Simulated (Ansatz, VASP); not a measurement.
# YbSe: VASP beside Ansatz

Wanted: the spread between two codes on one cell, functional and k mesh. The two relaxations start from unlike cells of this crystal (the structure described is Ansatz's start), so only their ends are compared.

Main program and level: Ansatz 0.2.0; plane waves, with VASP 6.6.1 beside it; relaxation of cell and atoms at PBEsol.

### Step 1. Set-up

It takes space group Fm-3m (No. 225, cubic). Conventional cell: a = 5.867 Å, b = 5.867 Å, c = 5.867 Å, α = 90.00°, β = 90.00°, γ = 90.00°. Yb has 6 Se at 2.93 Å nearest. Nearest to Se lie 6 Yb at 2.93 Å. Farther neighbours and most contacts between anions are not listed.

Structure file:

```cif
data_structure
_symmetry_space_group_name_H-M 'P 1'
_symmetry_Int_Tables_number 1
_cell_length_a 4.1486
_cell_length_b 4.1486
_cell_length_c 4.1486
_cell_angle_alpha 60.000
_cell_angle_beta 60.000
_cell_angle_gamma 60.000
_cell_volume 50.49
loop_
_atom_site_label
_atom_site_type_symbol
_atom_site_fract_x
_atom_site_fract_y
_atom_site_fract_z
_atom_site_occupancy
Yb1 Yb 0.00000 0.00000 0.00000 1
Se2 Se 0.50000 0.50000 0.50000 1
```

### Step 2. Ansatz: relaxation of cell and atoms, PBEsol

Ansatz runs on its default PAW (the set named soft_2) files.

The relaxed volume is the usual yardstick between codes: in a stiff, nearly cubic crystal its relative difference is about their pressure difference at one cell divided by the bulk modulus.

File input.yaml:

```yaml
crystal:
  lattice:
    - [0.0, 2.9335, 2.9335]
    - [2.9335, 0.0, 2.9335]
    - [2.9335, 2.9335, 0.0]
  atoms:
    - { symbol: Yb, position: [0.0, 0.0, 0.0] }
    - { symbol: Se, position: [0.5, 0.5, 0.5] }
kpoints:
  mp_grid: { grid: [10, 10, 10] }
hamiltonian:
  xc: pbesol
scf:
  occupations: { method: gaussian, width: 0.1 }
output:
  forces: true
  stress: true
  eigenvalues: true
relax:
  adjacent_minimum: "off"
  f_tol: 0.005
  max_steps: 60
  cell: { stress_tol: 0.03 }
```

On the command line:

```sh
$ ansatz run input.yaml --threads 4 --pin off --max-ram 8192MiB --backend cpu --events-out ev --progress --plain --runs-dir out
```

Numbers of over 12 decimals in the logs are rounded to 6 here.

The log of the run:

```text
Engine: ansatz 0.2.0, aarch64-unknown-linux-gnu
Pseudopotentials: kind: paw
Pseudopotential: Yb, paw, valence charge 24, recommended cutoff 420 eV (normal), Yb.paw.azcp
Pseudopotential: Se, paw, valence charge 16, recommended cutoff 420 eV (normal), Se.paw.azcp
Functional definition: PBEsol
  exchange = pbesol_x
  correlation = pbesol_c
Crystal: 2 atoms, lattice volume = 50.488 Å³
Basis set: ecut = 420 eV, 965 PW (Γ), exchange–correlation on 60×60×60 points (8 copies of the dense FFT grid, shifted against one another)
Bands: 24, of which v1, the nominal top of the filled ones, is band 20 counted from 1 (19 counted from 0)
Symmetry: 48 space group operations
Space group: Fm-3m (ITA 225), of the structure as read, at distance tolerance 3.7e-5 Å
k-points: 47 of 1000
Non-local potential: Yb, projectors of the file, l = 0: 3, l = 1: 2, l = 2: 2, l = 3: 3
Non-local potential: Se, projectors of the file, l = 0: 2, l = 1: 2, l = 2: 3, l = 3: 1
PAW form: soft (Blöchl's): semilocal exchange-correlation on the pseudo side does not see the compensation charge
PAW frozen core: Yb, regenerated for the run's functional, and the local potential with it (the file was generated under x = pbe(κ = 0.804, μ = 0.219515), c = pbe(β = 0.066725))
PAW frozen core: Se, regenerated for the run's functional, and the local potential with it (the file was generated under x = pbe(κ = 0.804, μ = 0.219515), c = pbe(β = 0.066725))
PAW one-centre angular grid: Yb, 590 points (default); XC on 64 Gauss nodes
PAW one-centre angular grid: Se, 590 points (default); XC on 64 Gauss nodes
Initial density: superposition of atomic densities (neutral atoms: chi_scale 0, normalization atom), corrected by the library's trained network
Initial wavefunctions: pseudopotential atomic-orbital guess
Functional: x = pbesol(κ = 0.804, μ = 0.123457), c = pbesol(β = 0.046)
SCF iter   1: F=—  HF=-19104.664107 eV  |F-HF|=—  |Δ(HF+E_count)|=         —  Δρ=5.92e-3  dr2=2.19e-2  ethr=1.77e-3  ⟨swp⟩=5.5  Hψ=4656  notcnv=0
preconditioner: auto → Kerker (q_TF=auto, 2.624 Å⁻¹)  [metal: Δε(μ)=0.075 eV  Ē_g=10.341 eV  σ=0.100 eV  W_gap=0.39  n_scr=14 (ndim 8)  ℏωp=27.7 eV  f_vac=0.012  D(μ)=0.68/eV (n_scr^D=0)]
SCF iter   2: F=—  HF=-19104.672810 eV  |F-HF|=—  |Δ(HF+E_count)|=   8.70e-3  Δρ=1.44e-2  dr2=8.18e-2  ethr=5.46e-5  ⟨swp⟩=2.1  Hψ=2666  notcnv=0
SCF iter   3: F=—  HF=-19104.656252 eV  |F-HF|=—  |Δ(HF+E_count)|=   1.66e-2  Δρ=3.69e-3  dr2=8.03e-3  ethr=5.46e-5  ⟨swp⟩=2.1  Hψ=1916  notcnv=0
SCF iter   4: F=—  HF=-19104.654829 eV  |F-HF|=—  |Δ(HF+E_count)|=   1.42e-3  Δρ=1.56e-3  dr2=1.56e-3  ethr=2.01e-5  ⟨swp⟩=1.0  Hψ=1504  notcnv=0
SCF iter   5: F=—  HF=-19104.654615 eV  |F-HF|=—  |Δ(HF+E_count)|=   2.15e-4  Δρ=3.46e-4  dr2=7.32e-5  ethr=3.89e-6  ⟨swp⟩=2.0  Hψ=1256  notcnv=0
SCF iter   6: F=—  HF=-19104.654646 eV  |F-HF|=—  |Δ(HF+E_count)|=   3.16e-5  Δρ=2.39e-4  dr2=3.30e-5  ethr=1.83e-7  ⟨swp⟩=2.3  Hψ=2085  notcnv=0
SCF iter   7: F=—  HF=-19104.654647 eV  |F-HF|=—  |Δ(HF+E_count)|=   8.73e-7  Δρ=5.49e-5  dr2=1.91e-6  ethr=8.24e-8  ⟨swp⟩=2.1  Hψ=1825  notcnv=0
SCF iter   8: F=—  HF=-19104.654648 eV  |F-HF|=—  |Δ(HF+E_count)|=   3.91e-7  Δρ=1.18e-5  dr2=1.00e-7  ethr=4.77e-9  ⟨swp⟩=2.0  Hψ=2054  notcnv=0
SCF iter   9: F=-19104.654648 eV  HF=-19104.654648 eV  |F-HF|=2.19e-9  |Δ(HF+E_count)|=   1.21e-8  Δρ=5.17e-6  dr2=1.30e-8  ethr=2.50e-10  ⟨swp⟩=7.2  Hψ=6052  notcnv=0
SCF 1 converged in 9 iterations: F = -19104.654648 eV  dr2 = 1.30e-8
  greatest PAW one-centre occupation: 1.000 electrons in one spin orbital (limit 2), on the Se atom at site 1 (counted from 0), in its partial waves of l = 2
relax step   1: F+E_penalty+E_count = -19104.65464750 eV  Δ(F+E_penalty+E_count) = +0.000e0 eV  max|allowed force component| = 7.100e-30 eV/Å  Δτ_max = 0.0000 Å  P = -3.574 GPa  Ω = 50.488 Å³  (9 SCF iters, dr2 threshold 1.00e-7 eV, accepted)
[...]
relax step   2: F+E_penalty+E_count = -19104.69084820 eV  Δ(F+E_penalty+E_count) = -3.620e-2 eV  max|allowed force component| = 2.005e-30 eV/Å  Δτ_max = 0.0000 Å  P = +1.695 GPa  Ω = 45.747 Å³  energy of the carried Pulay correction = +1.294e-3 eV  (8 SCF iters, dr2 threshold 2.00e-7 eV, accepted)
[...]
relax step   3: F+E_penalty+E_count = -19104.69683346 eV  Δ(F+E_penalty+E_count) = -5.985e-3 eV  max|allowed force component| = 7.134e-31 eV/Å  Δτ_max = 0.0000 Å  P = -0.203 GPa  Ω = 47.172 Å³  energy of the carried Pulay correction = +8.823e-4 eV  (6 SCF iters, dr2 threshold 2.00e-7 eV, accepted)
[...]
relax step   4: F+E_penalty+E_count = -19104.69698141 eV  Δ(F+E_penalty+E_count) = -1.480e-4 eV  max|allowed force component| = 7.149e-31 eV/Å  Δτ_max = 0.0000 Å  P = -0.009 GPa  Ω = 47.015 Å³  energy of the carried Pulay correction = +9.265e-4 eV  (6 SCF iters, dr2 threshold 1.03e-7 eV, accepted)
[...]
relax step   5: F+E_penalty+E_count = -19104.69621527 eV  Δ(F+E_penalty+E_count) = +7.661e-4 eV  max|allowed force component| = 9.409e-31 eV/Å  Δτ_max = 0.0000 Å  P = -0.026 GPa  Ω = 47.015 Å³  stress off target by 2.57e-2 GPa  SCF on the basis re-selected at this cell (its energy is not comparable with the rows above)  (8 SCF iters)
basis re-selected at this cell: Δ(F+E_penalty+E_count) = +7.661e-4 eV, ΔP = -0.016 GPa vs the last step (what re-selecting the basis moved, of the pressure what is left beyond the Pulay correction that the steps carried, after the strain that the cell walked since its last selection, with what the two solves' SCF thresholds leave and, on support functions, any second-order correction that the steps lacked; it is no m [...]
SCF converged after 8 iterations
Free energy (F): -19104.696215 eV
Harris-Foulkes:  -19104.696215 eV  (|F-HF|=3.64e-12)
Internal energy: -19104.691188 eV  (E = F + TS)
E sigma→0 (E₀):  -19104.693701 eV
Entropy (-TS):   -0.005028 eV (-2.514 meV/atom)
Fermi energy:    13.496826 eV
--- Per-component energies (eV) ---
  E_band       = -244.340581
  E_kinetic    = 479.527148
  E_local      = -7943.563065  (includes V_loc(G=0)·N_el)
  E_nonlocal   = -41.069508
  E_hartree    = 3615.483015
  E_xc         = -268.651036
  E_vxc        = -305.216772  (∫ρ·V_xc dr)
  E_paw        = -9103.122028  (= ΣΔE_a)
  E_vpaw       = 335.016080  (= ΣTr[D̂ρ^β])
  E_aug_tail   = -0.000558  (compensation charges beyond the density's cutoff)
  E_ewald      = -5845.432801
  E_core_change = 2.137644  (= ΣΔE_core)
  E_smearing   = -0.005028  (= −TS)
  E_closure    = -0.000000  (closes the sum)
  Σ components = -19104.696215   (vs F -19104.696215, Δ=0.00e0)
--- Forces (eV/Å), atoms counted from 1 ---
  atom   1  Yb    -0.00000000     0.00000000     0.00000000
  atom   2  Se    -0.00000000    -0.00000000    -0.00000000
  max |Σ_I F_I| component: 1.74e-30 eV/Å
--- Stress (GPa, compression-positive) ---
       -0.025686      -0.000000      -0.000000
       -0.000000      -0.025686      -0.000000
       -0.000000      -0.000000      -0.025686
  P = ⅓ Tr σ = -0.0257 GPa (-0.257 kbar)
--- Band table (eV; the first three rows and the last of 47) ---
  k-point 0: bands = [... 16 lower, 13.2334, 13.5589, 13.5589, 13.5589, 14.6113, 15.0303, 15.0303, 15.0303]
  k-point 1: bands = [... 16 lower, 13.2338, 13.3883, 13.4515, 13.4515, 14.9112, 15.2502, 15.2502, 15.5784]
  k-point 2: bands = [... 16 lower, 13.2346, 13.2712, 13.3101, 13.3101, 15.0497, 15.7922, 15.7922, 17.0272]
  k-point 46: bands = [... 16 lower, 13.1780, 13.1923, 13.2279, 13.2612, 15.2204, 16.7963, 17.0023, 18.7620]
--- Relaxed structure (4 steps of the walk, 4 accepted, 1 SCFs on fresh bases) ---
  F+E_penalty+E_count = -19104.69621527 eV   max|allowed force component| = 9.409e-31 eV/Å   (the final SCF, on the basis selected at the relaxed cell)
  cell:  # Å, volume = 47.0154 Å³
    - [0, 2.864640, 2.864640]
    - [2.864640, 0, 2.864640]
    - [2.864640, 2.864640, 0]
  atoms:
    - { symbol: Yb, position: [0, 0, 0] }
    - { symbol: Se, position: [0.5, 0.5, 0.5] }
```

In the SCF lines HF is the Harris–Foulkes energy and dr2 the Hartree energy of the density residual, in eV; the loop may stop once dr2 is under the threshold and the program's other checks hold. Hψ counts applications of the Hamiltonian.

(Part 1 of 2 ends here.)

[Lines on the potential files, build, host, timing and source positions are cut from VASP's logs without a mark.]

[Logs are printed without paths, hosts, clocks, repeated set-up lines and the standing remarks that a program may print on its own settings, such as how far it seeks lower states.]

[Hosts, paths, dates, database ids (printed as entryN), source tags and the programs' standing remarks are cut or masked in the printed files.]
